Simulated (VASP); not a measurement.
# Rh (R-3m) in VASP: a series of runs

One crystal, Rh, is run at these levels: PBE; tasks: relaxation of cell and atoms, single point.

All numbers are computed with VASP 6.6.1; they aren't measurements. Logs are shortened: lines on timing, memory, paths and dates and some standing lists are left out, and cuts for length are marked.

**1. The crystal as given**

It takes space group R-3m (No. 166, trigonal). The conventional cell has a = 2.842 Å, b = 2.842 Å, c = 20.603 Å, α = 90.00°, β = 90.00°, γ = 120.00°. Around Rh (site symmetry -3m) lie 12 Rh at 2.82 to 2.84 Å. Around Rh (site symmetry 3m) lie 12 Rh at 2.82 to 2.84 Å.

The cell was built by a generator and needn't be a form met in nature.

**2. Relaxation of cell and atoms, PBE**

INCAR reads:

```
SYSTEM = Rh
PREC = Accurate
ENCUT = 600
EDIFF = 1E-7
ISMEAR = 0
SIGMA = 0.1
LREAL = .False.
LASPH = .True.
NELM = 100
ALGO = Fast
ISIF = 3
LWAVE = .False.
LCHARG = .False.
GGA = PE
IBRION = 2
NSW = 90
EDIFFG = -0.04
```

KPOINTS reads:

```
regular mesh
0
Gamma
  9 9 9
  0 0 0
```

POSCAR reads:

```
Rh
1.0
    1.4210446743      0.8204405252      6.8678197437
   -1.4210446743      0.8204405252      6.8678197437
    0.0000000000     -1.6408810505      6.8678197437
Rh
3
Direct
    0.0000000000      0.0000000000      0.0000000000
    0.2222200000      0.2222200000      0.2222200000
    0.7777800000      0.7777800000      0.7777800000
```

Potentials or basis: VASP PAW PBE potentials, release 64 (Rh_pv).

The run is started by

```bash
> cat potpaw_PBE.64/Rh_pv/POTCAR > POTCAR
> mpirun -np 1 vasp_std > vasp.out
```

OUTCAR:

```text
SYSTEM = Rh
   PREC = Accurate
   ENCUT = 600
   EDIFF = 1E-7
   ISMEAR = 0
   LREAL = .False.
   LASPH = .True.
   NELM = 100
   ISIF = 3
   GGA = PE
   IBRION = 2
   NSW = 90
   EDIFFG = -0.04

 ion  position               nearest neighbor table
   1  0.000  0.000  0.000-   3 2.82   3 2.82   2 2.82   2 2.82   3 2.82   2 2.82
   2  0.222  0.222  0.222-   3 2.82   3 2.82   3 2.82   1 2.82   1 2.82   1 2.82
   3  0.778  0.778  0.778-   2 2.82   2 2.82   2 2.82   1 2.82   1 2.82   1 2.82

  LATTYP: Found a trigonal (rhomboedric) cell.
 ALAT       =     7.0611216286
 COS(alpha) =     0.9189975651

  Lattice vectors:

 A1 = (   1.4210446743,   0.8204405252,   6.8678197437)
 A2 = (  -1.4210446743,   0.8204405252,   6.8678197437)
 A3 = (   0.0000000000,  -1.6408810505,   6.8678197437)

Analysis of symmetry for initial positions (statically):
=====================================================================
 Subroutine PRICEL returns:
 Original cell was already a primitive cell.

 Routine SETGRP: Setting up the symmetry group for a
 trigonal (rhombohedral) supercell.

 Subroutine GETGRP returns: Found 12 space group operations
 (whereof 12 operations were pure point group operations)
 out of a pool of 12 trial point group operations.

The static configuration has the point symmetry D_3d.

Analysis of symmetry for dynamics (positions and initial velocities):
=====================================================================
 Subroutine PRICEL returns:
 Original cell was already a primitive cell.

 Routine SETGRP: Setting up the symmetry group for a
 trigonal (rhombohedral) supercell.

 Subroutine GETGRP returns: Found 12 space group operations
 (whereof 12 operations were pure point group operations)
 out of a pool of 12 trial point group operations.

The dynamic configuration has the point symmetry D_3d.

 Subroutine INISYM returns: Found 12 space group operations
 (whereof 12 operations are pure point group operations),
 and found     1 'primitive' translations

----------------------------------------------------------------------------------------

                                     Primitive cell

  volume of cell :      48.0424

  direct lattice vectors                    reciprocal lattice vectors
     1.421044674  0.820440525  6.867819744     0.351853822  0.203142899  0.048535539
    -1.421044674  0.820440525  6.867819744    -0.351853822  0.203142899  0.048535539
     0.000000000 -1.640881050  6.867819744     0.000000000 -0.406285798  0.048535539

  length of vectors
     7.061121629  7.061121629  7.061121629     0.409174594  0.409174594  0.409174594

  position of ions in fractional coordinates (direct lattice)
[... 70 lines left out ...]
   NGXF,Y,Z  is equivalent  to a cutoff of  26.37, 26.37, 26.37 a.u.
 SYSTEM =  Rh
   PREC   = accura    normal or accurate (medium, high low for compatibility)
   ISTART =      0    job   : 0-new  1-cont  2-samecut
   ICHARG =      2    charge: 1-file 2-atom 10-const
   ISPIN  =      1    spin polarized calculation?
   LNONCOLLINEAR =      F non collinear calculations
   LSORBIT =      F    spin-orbit coupling
   LASPH  =      T    aspherical Exc in radial PAW
   ENCUT  =  600.0 eV  44.10 Ry    6.64 a.u.  14.10 14.10 14.10*2*pi/ulx,y,z
   NELM   =    100;   NELMIN=  2; NELMDL= -5     # of ELM steps
   EDIFF  = 0.1E-06   stopping-criterion for ELM
   LREAL  =      F    real-space projection
   EDIFFG = -.4E-01   stopping-criterion for IOM
   NSW    =     90    number of steps for IOM
   IBRION =      2    ionic relax: 0-MD 1-quasi-New 2-CG
   NFREE  =      1    steps in history (QN), initial steepest desc. (CG)
   ISIF   =      3    stress and relaxation
   ISYM   =      2    0-nonsym 1-usesym 2-fastsym
   POTIM  = 0.5000    time-step for ionic-motion
   TEBEG  =    0.0;   TEEND  =   0.0 temperature during run
   PSTRESS=    0.0 pullay stress
   NELECT =      45.0000    total number of electrons
   NUPDOWN=      -1.0000    fix difference up-down
   EMIN   =  10.00;   EMAX   =-10.00  energy-range for DOS
   EFERMI =   0.00;   METHOD = LEGACY
   ISMEAR =     0;   SIGMA  =   0.10  broadening in eV -4-tet -1-fermi 0-gaus
   EFERMI_NEDOS =   21; number of points for ismear=-14 and -15
   IALGO  =     68    algorithm
   IMIX   =      4    mixing-type and parameters
     AMIX     =   0.40;   BMIX     =  1.00
     AMIX_MAG =   1.60;   BMIX_MAG =  1.00
  volume/ion in A,a.u.               =      16.01       108.07
  Fermi-wavevector in a.u.,A,eV,Ry     =   1.601784  3.026933 34.908640  2.565713
  Thomas-Fermi vector in A             =   2.698708
   LORBIT       =      0    0 simple, 1 ext, 2 COOP (PROOUT), +10 PAW based schemes
   GGA     = PE    functional components
   LHFCALC =     F    Hartree Fock is set to
   AEXX    =    0.0000 exact exchange contribution
   IVDW    =     0    specifies the selected vdW correction
   LEPSILON=     F    determine dielectric tensor
   LRPA    =     F    only Hartree local field effects (RPA)
 conjugate gradient relaxation of ions
 non-spin polarized calculation
 RMM-DIIS sequential band-by-band and
 Gauss-broadening in eV      SIGMA  =   0.10
  energy-cutoff  :      600.00
  volume of cell :       48.04
 maximum number of plane-waves:      1624
   NGX = 29   NGY = 29   NGZ = 29

--------------------------------------- Ionic step        1  -------------------------------------------

 number of electron      45.0000001 magnetization

 Free energy of the ion-electron system (eV)
  ---------------------------------------------------
  ext. energy  EPLUGINS =         0.00000000
  ---------------------------------------------------
  free energy    TOTEN  =       -21.22582237 eV

  energy without entropy =      -21.19684078  energy(sigma->0) =      -21.21133158

 E-fermi :   9.3316     XC(G=0): -13.0688

 val. band max:        9.3308180340   @ k =  -0.2222   0.4444   0.2222
 cond. band min:       9.3350851491   @ k =  -0.3333   0.4444   0.3333
 fundamental gap:      0.0042671151
 Fermi energy:         9.3316284728

 k-point     1 :       0.0000    0.0000    0.0000
  band No.  band energies     occupation
      1     -37.1510      2.00000
      2     -37.1356      2.00000
      3     -36.8460      2.00000
      4     -36.8460      2.00000
      5     -36.8407      2.00000
      6     -36.8407      2.00000
[... 895 lines left out ...]
--------------------------------------- Ionic step        6  -------------------------------------------

 number of electron      44.9999999 magnetization

 Free energy of the ion-electron system (eV)
  ---------------------------------------------------
  ext. energy  EPLUGINS =         0.00000000
  ---------------------------------------------------
  free energy    TOTEN  =       -21.71673072 eV

  energy without entropy =      -21.69422018  energy(sigma->0) =      -21.70547545

 E-fermi :  11.4879     XC(G=0): -13.8799

 val. band max:       11.4873774343   @ k =  -0.3333   0.4444   0.3333
 cond. band min:      11.4892032291   @ k =  -0.2222   0.4444   0.2222
 fundamental gap:      0.0018257949
 Fermi energy:        11.4878996677

 k-point     1 :       0.0000    0.0000    0.0000
  band No.  band energies     occupation
      1     -35.4050      2.00000
      2     -35.3568      2.00000
      3     -34.9291      2.00000
      4     -34.9291      2.00000
      5     -34.9173      2.00000
      6     -34.9173      2.00000
[... 741 lines left out ...]
  FREE ENERGIE OF THE ION-ELECTRON SYSTEM (eV)
  ---------------------------------------------------
  free  energy   TOTEN  =       -21.7167307160 eV

  energy  without entropy=      -21.6942201824  energy(sigma->0) =      -21.70547545

 reached required accuracy - stopping structural energy minimisation
```

CONTCAR:

```text
Rh
   1.00000000000000
     1.3570011044716637    0.7834649529230250    6.6198314834474141
    -1.3570011044716637    0.7834649529230250    6.6198314834474141
     0.0000000000000000   -1.5669299059379298    6.6198314834469789
  Rh
     3
Direct
     0.0000000000000000    0.0000000000000000    0.0000000000000000
     0.2225305118876162    0.2225305118876162    0.2225305118876149
     0.7774694881123837    0.7774694881123837    0.7774694881123851

  0.00000000E+00  0.00000000E+00  0.00000000E+00
  0.00000000E+00  0.00000000E+00  0.00000000E+00
  0.00000000E+00  0.00000000E+00  0.00000000E+00
```

It took 50 min on 1 thread of Intel Xeon Platinum 8259CL at 2.50GHz (Skylake/Cascade Lake), shared host; peak memory 0.52 GiB.

What came out:

```yaml
Free_energy: -21.7167 eV
Relaxed_volume: 14.08 Å³/atom
Relaxed_cell: a = 6.803 Å, b = 6.803 Å, c = 6.803 Å, α = 23.01°, β = 23.01°, γ = 23.01°
Space_group_after_relaxing_to_0.05_Å: R-3m (No. 166)
Energy_gained_by_relaxing: 163.6 meV/atom
Ionic_steps: 6
Pressure_after_relaxing: 0.1 GPa
Largest_force_after_relaxing: 0.033 eV/Å
Band_gap_on_the_k_mesh: none (metal or under the smearing width)
```

Forces on the atoms (eV/Å):
```
Rh   0.000  0.000  0.000
Rh   0.000  0.000  0.033
Rh   0.000  0.000 -0.033
```

Stress tensor (GPa, compression positive):
```
 0.20  0.00  0.00
 0.00  0.20  0.00
 0.00  0.00 -0.23
```

The path:
| step | energy change (eV) | largest force (eV/Å) | pressure (GPa) | volume (Å³) |
| --- | --- | --- | --- | --- |
| 1 | 0.0000 | 0.0985 | -23.54 | 48.04 |
| 2 | 1.8503 | 0.0359 | 108.00 | 33.47 |
| 3 | -0.4864 | 0.1140 | -2.29 | 42.63 |
| 4 | -0.4889 | 0.1139 | -0.75 | 42.36 |
| 5 | -0.4892 | 0.1139 | 0.05 | 42.23 |
| 6 | -0.4909 | 0.0325 | 0.05 | 42.23 |

Final structure:
```yaml
crystal:
  lattice:
    - [1.35700, 0.78346, 6.61983]
    - [-1.35700, 0.78346, 6.61983]
    - [0.00000, -1.56693, 6.61983]
  atoms:
    - { symbol: Rh, position: [0.00000, 0.00000, 0.00000] }
    - { symbol: Rh, position: [0.22253, 0.22253, 0.22253] }
    - { symbol: Rh, position: [0.77747, 0.77747, 0.77747] }
```

Levels at points of the mesh, in eV from the Fermi level:
```
           k point  band 20  band 21  band 22  band 23  band 24  band 25  band 26  band 27
(0.00, 0.00, 0.00)    -1.91    -1.88    -1.44    -1.44    -0.23    -0.23     0.07     0.07
```

(Continued in part 2 of 3.)
